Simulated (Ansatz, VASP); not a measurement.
**Al2O3 in VASP and in Ansatz**

```xyz
10
Lattice="2.3869 1.3781 4.3382 -2.3869 1.3781 4.3382 0.0000 -2.7562 4.3382" Properties=species:S:1:pos:R:3 pbc="T T T"
Al    0.0000    0.0000    4.5822
Al    0.0000    0.0000    1.9251
Al    0.0000    0.0000    8.4324
Al    0.0000    0.0000   11.0895
O    -0.9268    1.3781    7.5919
O    -0.7301   -1.4917    7.5919
O     1.6568    0.1136    7.5919
O     0.9268   -1.3781    5.4228
O     0.7301    1.4917    5.4228
O    -1.6568   -0.1136    5.4228
```

Alike in both runs: functional PBEsol; k mesh 6 × 6 × 6; no spin polarisation.

Ansatz relaxed the structure, and its values are those at the end. VASP's run is a single point on that final structure, the one shown.

|  | VASP | Ansatz |
| --- | --- | --- |
| version | VASP 6.6.1 | Ansatz 0.2.0 |
| potentials or method | VASP PAW PBE potentials, release 64 (Al, O) | scalar-relativistic, plane waves, PAW |
| plane-wave cutoff (eV) | 520 | 420 |
| occupations | gaussian, width 0.01 eV | fixed |
| valence electrons in the cell | 48 | 48 |

Ansatz gave:

```
gap on the k mesh at the Fermi level (eV) : 6.03
least direct gap on the mesh (eV)         : 6.03
pressure (GPa)                            : 0.0
```

Which values does VASP return?

gap on the k mesh at the Fermi level (eV): 6.04; least direct gap on the mesh (eV): 6.04; pressure (GPa): 0.1.

Caveats: the PAW data sets were made with another functional, which shifts forces and pressure a little (VASP). A k mesh can miss the band edges.
